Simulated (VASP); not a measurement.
Wanted: the native input for a VASP 6.6.1 run.

```yaml
Task: band structure
Functional: PBE
Potentials_or_basis: VASP PAW PBE potentials, release 64 (Sr_sv, Ti_sv, O)
Cutoff: 450 eV
k_mesh: 10 × 10 × 10
Occupations: gaussian, width 0.02 eV
Spin: no spin polarisation
Further_INCAR_settings: ALGO = Normal; EDIFF = 1e-06; NBANDS = 28
```

Crystal: SrTiO3.

```xyz
5
Lattice="3.9399 0.0000 0.0000 0.0000 3.9399 0.0000 0.0000 0.0000 3.9399" Properties=species:S:1:pos:R:3 pbc="T T T"
Sr    0.0000    0.0000    0.0000
Ti    1.9699    1.9699    1.9699
O     1.9699    0.0000    1.9699
O     1.9699    1.9699    0.0000
O     0.0000    1.9699    1.9699
```

The cell is a database's computed one.

One way to write it, as run:

POSCAR

```
SrTiO3                                  
1.0
    3.9398812846      0.0000000000      0.0000000000
    0.0000000000      3.9398812846      0.0000000000
    0.0000000000      0.0000000000      3.9398812846
  Sr              Ti              O             
     1     1     3
Direct
     0.0000000000000000    0.0000000000000000    0.0000000000000000
     0.5000000000000000    0.5000000000000000    0.5000000000000000
     0.5000000000000000    0.0000000000000000    0.5000000000000000
     0.5000000000000000    0.5000000000000000    0.0000000000000000
     0.0000000000000000    0.5000000000000000    0.5000000000000000
```

INCAR.step1

```
SYSTEM = SrTiO3
PREC = Accurate
ENCUT = 450
EDIFF = 1E-6
ISMEAR = 0
SIGMA = 0.02
LREAL = .FALSE.
LASPH = .TRUE.
NELM = 120
ALGO = Normal
ISIF = 2
LWAVE = .FALSE.
LCHARG = .TRUE.
LMAXMIX = 4
GGA = PE
NBANDS = 28
KPAR = 4
```

KPOINTS.step1

```
Automatic mesh
0
G
  10 10 10
  0 0 0
```

INCAR.step2

```
SYSTEM = SrTiO3
PREC = Accurate
ENCUT = 450
EDIFF = 1E-6
ISMEAR = 0
SIGMA = 0.05
LREAL = .FALSE.
LASPH = .TRUE.
NELM = 120
ALGO = Normal
ISIF = 2
LWAVE = .FALSE.
LCHARG = .FALSE.
LMAXMIX = 4
GGA = PE
NBANDS = 28
KPAR = 4
ICHARG = 11
```

KPOINTS.step2

```
path GXMGRX,MR
10
line-mode
reciprocal
 0.0000000000  0.0000000000  0.0000000000  G
 0.0000000000  0.5000000000  0.0000000000  X

 0.0000000000  0.5000000000  0.0000000000  X
 0.5000000000  0.5000000000  0.0000000000  M

 0.5000000000  0.5000000000  0.0000000000  M
 0.0000000000  0.0000000000  0.0000000000  G

 0.0000000000  0.0000000000  0.0000000000  G
 0.5000000000  0.5000000000  0.5000000000  R

 0.5000000000  0.5000000000  0.5000000000  R
 0.0000000000  0.5000000000  0.0000000000  X

 0.5000000000  0.5000000000  0.0000000000  M
 0.5000000000  0.5000000000  0.5000000000  R
```

Potentials or basis: VASP PAW PBE potentials, release 64 (Sr_sv, Ti_sv, O).

Run with:

```bash
$ cat potpaw_PBE.64/Sr_sv/POTCAR potpaw_PBE.64/Ti_sv/POTCAR potpaw_PBE.64/O/POTCAR > POTCAR
$ cp INCAR.step1 INCAR
$ cp KPOINTS.step1 KPOINTS
$ mpirun -np 4 vasp_std > vasp.out
$ cp INCAR.step2 INCAR
$ cp KPOINTS.step2 KPOINTS
$ mpirun -np 4 vasp_std > vasp.out
```

Results of the run:

```json
{
 "Band gap on the k mesh": "1.81 eV, indirect (least direct gap 2.18 eV)",
 "Band gap along the path": "1.81 eV, indirect (least direct gap 2.18 eV)"
}
```

Caveat: the log is that of the step along the path at fixed density, whose energy, stress, charges and moments have no meaning.

Wall time 23 s on 4 MPI ranks on AMD EPYC 9R45 96-Core Processor (Zen 5) (shared host), peak memory 0.18 GiB a rank.
